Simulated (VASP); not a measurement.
Set up this calculation in VASP 6.6.1, as the native input.

```
Task                   : single point
Functional             : PBE
Potentials or basis    : VASP PAW PBE potentials, release 64 (Mo_sv_GW, Si_GW)
Cutoff                 : 500 eV
k mesh                 : 5 × 5 × 5
Occupations            : gaussian, width 0.02 eV
Spin                   : no spin polarisation
Further INCAR settings : ALGO = Normal; EDIFF = 1e-06
```

The structure of Si2Mo lies in POSCAR:

```
Si2Mo
1.0
   -1.6000000000      1.6000000000      3.9305000000
    1.6000000000     -1.6000000000      3.9305000000
    1.6000000000      1.6000000000     -3.9305000000
Mo Si
1 2
Direct
    0.0000000000      0.0000000000      0.0000000000
    0.6670000000      0.6670000000      0.0000000000
    0.3330000000      0.3330000000      0.0000000000
```

The input as run:

INCAR

```
SYSTEM = Si2Mo
PREC = Accurate
ENCUT = 500
EDIFF = 1E-6
ISMEAR = 0
SIGMA = 0.02
LREAL = .FALSE.
LASPH = .TRUE.
NELM = 80
ALGO = Normal
ISIF = 2
LWAVE = .FALSE.
LCHARG = .TRUE.
GGA = PE
LELF = .TRUE.
LVHAR = .TRUE.
```

KPOINTS

```
regular mesh
0
G
  5 5 5
  0 0 0
```

Potentials or basis: VASP PAW PBE potentials, release 64 (Mo_sv_GW, Si_GW).

The run is started by

```sh
$ cat potpaw_PBE.64/Mo_sv_GW/POTCAR potpaw_PBE.64/Si_GW/POTCAR > POTCAR
$ mpirun -np 1 vasp_std > vasp.out
```

Results of the run:

```
Pressure               : 1.7 GPa
Largest force          : 0.240 eV/Å
Band gap on the k mesh : none (metal or under the smearing width)
```

Caveat: the k mesh is coarse (spacing up to 0.56 Å⁻¹), so the values aren't converged.

Wall time 34 s on 1 thread of Intel(R) Xeon(R) Platinum 8559C (Emerald Rapids) (shared host), peak memory 0.2 GiB.
